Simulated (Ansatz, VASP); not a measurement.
**One calculation of Ag, two programs**

```
Ag
1.0
    -1.65565    1.65565    1.65565
     1.65565   -1.65565    1.65565
     1.65565    1.65565   -1.65565
Ag
1
Cartesian
  0.0000 0.0000 0.0000
```

This isn't the form of Ag at room conditions, which is fcc.

Alike in both runs: task relaxation of cell and atoms; functional PBE; k mesh 11 × 11 × 11; occupations fermi-dirac, width 0.05 eV; no spin polarisation.

|  | VASP | Ansatz |
| --- | --- | --- |
| version | VASP 6.6.1 | Ansatz 0.2.0 |
| potentials or method | VASP PAW PBE potentials, release 54 (Ag) | Ansatz PAW |
| plane-wave cutoff (eV) | 600 | 420 |
| valence electrons in the cell | 11 | 19 |

```csv
,VASP,Ansatz,Ansatz less VASP
"gap on the k mesh at the Fermi level, each at its own relaxed structure (eV)",none,none,-
relaxed volume (Å³/atom),17.96,17.99,+0.027
relaxed cell length with the largest relative difference (Å),2.857,2.859,+0.0014
```

A gap of «none» marks a metal or a gap that the smearing closes. The two sets of potentials don't hold the same shells in valence.

Caveats: the plane-wave basis is chosen anew once the cell has moved, so the energies of steps on either side of that aren't comparable (Ansatz).
